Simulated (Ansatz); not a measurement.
# Moving the functional in FeSi2

Symmetry: P4/mmm, No. 123, tetragonal system. The conventional cell has a = 2.684 Å, b = 2.684 Å, c = 5.128 Å, α = 90.00°, β = 90.00°, γ = 90.00°. Around Fe (site symmetry 4/mmm) lie 8 Si at 2.35 Å and 4 Fe at 2.68 Å. Si (site symmetry 4mm) has 4 Fe at 2.35 Å and 5 Si at 2.36 to 2.68 Å as nearest neighbours.

Kept alike: task equation of state; k mesh 10 × 10 × 5; occupations fermi-dirac, width 0.05 eV; collinear spin, ferromagnetic start. Program: Ansatz, Ansatz PAW. Cutoffs run from 420 to 500 eV. The mesh is that of the run's cell of 3 atoms. No spin-orbit coupling.

| functional | volume (Å³/atom) | bulk modulus (GPa) |
| --- | --- | --- |
| LDA | 11.958 | 214.2 |
| PBEsol | 12.216 | 204.0 |
| r2SCAN | 12.252 | 206.8 |

Volume and modulus come from cells scaled at fixed shape and fractions; off cubic symmetry such a modulus can lie above the relaxed one. The moments vanished: the runs ended non-magnetic. All rows use potentials made for PBE.

Q: What does the functional change here?

A: The volume runs from 11.958 (LDA) to 12.252 Å³/atom (r2SCAN). The bulk modulus runs from 204.0 (PBEsol) to 214.2 GPa (LDA).
